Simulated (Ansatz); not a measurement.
**Does Al2GaN3 in Cm form from AlN and GaN?**

Plane-wave DFT in Ansatz with scalar-relativistic PAW potentials, cutoff 420 eV, Γ-centred meshes chosen by cell and gap, Gaussian smearing with energies taken to zero width. Every cell was relaxed (cell and atoms) in a run of its own, within the symmetry of its start. Functional: PBEsol.

The ternary relaxed to Cm, 12 atoms in the computed cell, a = 11.486 Å, b = 3.136 Å, c = 7.422 Å, β = 104.8°; sites (symmetry × multiplicity) Al m × 2 + m × 2 + m × 2 + m × 2, Ga m × 2 + m × 2, N m × 2 + m × 2 + m × 2 + m × 2 + m × 2 + m × 2.

Total energies hold large constants for each element; a whole number of eV per atom of each element is taken off below, which cancels in a balanced reaction.

| compound | lowest structure computed | structures tried | V (Å³/atom) | gap on mesh (eV) | E (eV per formula unit, common shift removed) |
| --- | --- | --- | --- | --- | --- |
| Al2GaN3 | Cm | 1 | 10.77 | 3.26 | -7.7296 |
| AlN | P6_3mc | 3 | 10.46 | 4.09 | -2.9583 |
| GaN | P6_3mc | 2 | 11.37 | 1.88 | -1.8471 |

Balance the reaction and work out its energy at 0 K.

The balance is 2 AlN + GaN → Al2GaN3. ΔE = 0.034 eV per formula unit, 5.7 meV/atom, and the volume changes by 0.0 %. This form of the ternary lies above these binaries, so at 0 K it is at best metastable, by at least this much: a few tens of meV per atom are within reach of entropy at synthesis temperatures (k_BT is 86 meV at 1000 K), though mixing entropy favours a disordered solid solution, not this ordered cell. Against the elements it is bound by 1.17 eV/atom, many times the size of this reaction energy: the binaries together are bound more strongly still, and stability is decided by the small difference. A lower form of a binary that wasn't tried would raise the value, and a lower form of the ternary would lower it.